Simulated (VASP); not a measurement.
# AlN (P6_3mc) in VASP: settings compared, part 2 of 2

VASP 6.6.1.

## 5. Relaxation of cell and atoms, rev-vdW-DF2

INCAR reads:

```
AGGAC = 0.0
ALGO = Normal
EDIFF = 1E-7
EDIFFG = -0.02
ENCUT = 600
GGA = MK
IBRION = 2
ISIF = 3
ISMEAR = -1
LASPH = T
LCHARG = F
LREAL = F
LUSE_VDW = T
LWAVE = F
NELM = 100
NSW = 40
PARAM1 = 0.1234
PARAM2 = 0.711357
PREC = Accurate
SIGMA = 0.05
ZAB_VDW = -1.8867
```

KPOINTS reads:

```
k-points
0
Gamma
  7 7 5
```

POSCAR reads:

```
AlN
1.0
    3.1130000000      0.0000000000      0.0000000000
   -1.5565000000      2.6959370820      0.0000000000
    0.0000000000      0.0000000000      4.9810000000
Al N
2 2
Direct
    0.6666666667      0.3333333333      0.5000000000
    0.3333333333      0.6666666667      0.0000000000
    0.6666666667      0.3333333333      0.8800000000
    0.3333333333      0.6666666667      0.3800000000
```

Potentials or basis: VASP PAW PBE potentials, release 64 (Al, N).

Launch:

```
> cat potpaw_PBE.64/Al/POTCAR potpaw_PBE.64/N/POTCAR > POTCAR
> mpirun -np 1 vasp_std > vasp.out
```

OUTCAR:

```text
EDIFF = 1E-7
   EDIFFG = -0.02
   ENCUT = 600
   GGA = MK
   IBRION = 2
   ISIF = 3
   ISMEAR = -1
   LASPH = T
   LREAL = F
   NELM = 100
   NSW = 40
   PREC = Accurate

 ion  position               nearest neighbor table
   1  0.667  0.333  0.500-   3 1.89   4 1.89   4 1.89   4 1.89   2 3.07   2 3.07   2 3.07   2 3.07
                             2 3.07   2 3.07
   2  0.333  0.667  0.000-   4 1.89   3 1.89   3 1.89   3 1.89   1 3.07   1 3.07   1 3.07   1 3.07
                             1 3.07   1 3.07
   3  0.667  0.333  0.880-   1 1.89   2 1.89   2 1.89   2 1.89
   4  0.333  0.667  0.380-   2 1.89   1 1.89   1 1.89   1 1.89

  LATTYP: Found a hexagonal cell.
 ALAT       =     3.1130000000
 C/A-ratio  =     1.6000642467

  Lattice vectors:

[... 194 lines left out ...]
  -------------------------------------------------------------------------------------
  Total        0.2889050      0.2889050      0.7759144      0.0000000      0.0000000     -0.0000000
  in kB       11.0728700     11.0728700     29.7384946      0.0000000      0.0000000     -0.0000000
  external PRESSURE =      17.2947449 kB  Pullay stress =       0.0000000 kB
[... 67 lines left out ...]
--------------------------------------- Ionic step        3  -------------------------------------------

 number of electron      15.9999999 magnetization

 Free energy of the ion-electron system (eV)
  ---------------------------------------------------
  ext. energy  EPLUGINS =         0.00000000
  ---------------------------------------------------
  free energy    TOTEN  =       -25.75057487 eV

  energy without entropy =      -25.75057487  energy(sigma->0) =      -25.75057487

 E-fermi :   6.9727     XC(G=0): -10.9242

 val. band max:        5.9759236558   @ k =   0.0000   0.0000   0.0000
 cond. band min:      10.1704690385   @ k =   0.0000   0.0000   0.0000
 fundamental gap:      4.1945453827
 Fermi energy:         6.9727234239

 k-point     1 :       0.0000    0.0000    0.0000
  band No.  band energies     occupation
      1      -9.0807      2.00000
      2      -6.9615      2.00000
      3       0.0434      2.00000
      4       5.1443      2.00000
      5       5.1443      2.00000
      6       5.7830      2.00000
      7       5.7830      2.00000
      8       5.9759      2.00000
      9      10.1705      0.00000
     10      12.6216      0.00000
     11      16.5096      0.00000
     12      17.0791      0.00000
[... 378 lines left out ...]
  energy  without entropy=      -25.7505748749  energy(sigma->0) =      -25.75057487

Total vdW correction in eV:      2.7288410

 reached required accuracy - stopping structural energy minimisation
```

CONTCAR:

```text
AlN
   1.00000000000000
     3.1185996322917187    0.0000000000000000   -0.0000000000000000
    -1.5592998161458593    2.7007865058165827    0.0000000000000000
     0.0000000000000000    0.0000000000000000    5.0050633289864521
  Al              N
     2     2
Direct
     0.6666666667000030    0.3333333332999970    0.4993699365306832
     0.3333333332999970    0.6666666667000030    0.9993699365306833
     0.6666666667000030    0.3333333332999970    0.8806300634693193
     0.3333333332999970    0.6666666667000030    0.3806300634693193

  0.00000000E+00  0.00000000E+00  0.00000000E+00
  0.00000000E+00  0.00000000E+00  0.00000000E+00
  0.00000000E+00  0.00000000E+00  0.00000000E+00
  0.00000000E+00  0.00000000E+00  0.00000000E+00
```

Run time: 2.1 min. Hardware: 1 thread of Intel Xeon Platinum 8375C at 2.90GHz (Ice Lake), shared host; peak memory 0.38 GiB.

Results:

```
Free energy                            : -25.7506 eV
Relaxed volume                         : 10.54 Å³/atom
Relaxed cell                           : a = 3.119 Å, b = 3.119 Å, c = 5.005 Å, α = 90.00°, β = 90.00°, γ = 120.00°
Space group after relaxing (to 0.05 Å) : P6_3mc (No. 186)
Energy gained by relaxing              : 0.8 meV/atom
Ionic steps                            : 3
Pressure after relaxing                : 0.0 GPa
Band gap on the k mesh                 : 4.19 eV, direct
```

Step by step:
```csv
step,energy change (eV),largest force (eV/Å),pressure (GPa),volume (Å³)
1,0.0000,0.1249,1.73,41.80
2,-0.0005,0.1008,-1.48,42.49
3,-0.0031,0.0019,0.02,42.16
```

Final structure:
```xyz
4
Lattice="3.1186 0.0000 0.0000 -1.5593 2.7008 0.0000 0.0000 0.0000 5.0051" Properties=species:S:1:pos:R:3 pbc="T T T"
Al    1.5593    0.9003    2.4994
Al    0.0000    1.8005    5.0019
N     1.5593    0.9003    4.4076
N     0.0000    1.8005    1.9051
```

Levels at points of the mesh, in eV from the valence-band top:
```
           k point  band 5  band 6  band 7  band 8  band 9  band 10  band 11  band 12
(0.00, 0.00, 0.00)   -0.83   -0.19   -0.19    0.00    4.19     6.65    10.53    11.10
```

Caveat: the PAW data sets were made with another functional, which shifts forces and pressure a little. Zero-point motion and thermal expansion aren't in these numbers.

## 6. For comparison

An earlier run on the cell as given: functional PBE; potentials or basis VASP PAW PBE potentials, release 64 (Al, N); cutoff 520 eV; k mesh 10 × 10 × 6; occupations fermi-dirac, width 0.05 eV; no spin polarisation.

* Pressure: 3.5 GPa
* Largest force: 0.129 eV/Å
* Band gap on the k mesh: 4.22 eV, direct

## 7. Summary

```tsv
task	level	cell	k mesh	cutoff (eV)	gap on the mesh (eV)	pressure (GPa)	relaxed volume (Å³/atom)	largest force (eV/Å)
relaxation of cell and atoms	SCAN	relaxed	7 × 7 × 5	600	4.96	0.1	10.35	0.01
relaxation of cell and atoms	optB88-vdW	relaxed	7 × 7 × 5	600	4.27	0.0	10.56	-
relaxation of cell and atoms	vdW-DF-cx	relaxed	7 × 7 × 5	600	4.18	0.0	10.52	0.01
relaxation of cell and atoms	rev-vdW-DF2	relaxed	7 × 7 × 5	600	4.19	0.0	10.54	-
single point	PBE	as given	10 × 10 × 6	520	4.22	3.5	-	0.13
```

Alike in all rows: potentials or basis VASP PAW PBE potentials, release 64 (Al, N); no spin polarisation; smearing fermi-dirac 0.05 eV.

Caveats: the PAW data sets were made with another functional, which shifts forces and pressure a little (some runs).

Absolute energies hang on the potentials; compare differences alone.
